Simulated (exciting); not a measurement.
Re: single point with LDA

The system is Re.

```
Re
1.0
     0.00000    1.97500    1.97500
     1.97500    0.00000    1.97500
     1.97500    1.97500    0.00000
Re
1
Cartesian
  0.0000 0.0000 0.0000
```

This isn't the form of Re at room conditions, which is hcp.

| Property | Result |
| --- | --- |
| Program | exciting (release sodium) |
| Task | single point |
| Functional | LDA |
| Potentials or basis | all-electron LAPW+lo, shipped species files, valence relativity iora* |
| rgkmax | 9 |
| k mesh | 12 × 12 × 12 |
| Occupations | gaussian, width 0.05 eV |
| Spin | no spin polarisation |
| outputlevel | low |
| gmaxvr (cutoff of density and potential) | 14 1/bohr |
| lmaxapw (and lmaxmat) | 10 |
| lmaxvr | 8 |
| nempty | 12 |
| Valence relativity | iora* |
| epsengy | 1e-05 Ha |
| epspot | 1e-05 Ha |
| maxscl | 60 |
| Muffin-tin radii | Re 2.3 bohr |

* Band gap on the k mesh: none (metal or under the smearing width)

Levels at points of the mesh, in eV from the Fermi level:
| k point | band 12 | band 13 | band 14 | band 15 | band 16 | band 17 | band 18 | band 19 |
| --- | --- | --- | --- | --- | --- | --- | --- | --- |
| (0.00, 0.00, 0.00) | -9.75 | -1.77 | -1.77 | -1.77 | 1.19 | 1.19 | 13.29 | 18.64 |
| (0.50, 0.00, 0.00) | -6.52 | -1.97 | -1.97 | 0.31 | 3.60 | 3.60 | 9.34 | 12.91 |
| (0.50, 0.50, 0.00) | -6.40 | -5.56 | 2.75 | 3.54 | 4.31 | 4.31 | 11.85 | 11.85 |

It took 33 s on 1 thread of Arm Neoverse V2, with other jobs on the host, peak memory 0.1 GiB.

Caveat: the log's total energy holds no entropy term; the free energy is that total less TS from the occupations. Spin-orbit coupling is left out, which matters for the levels of Re.
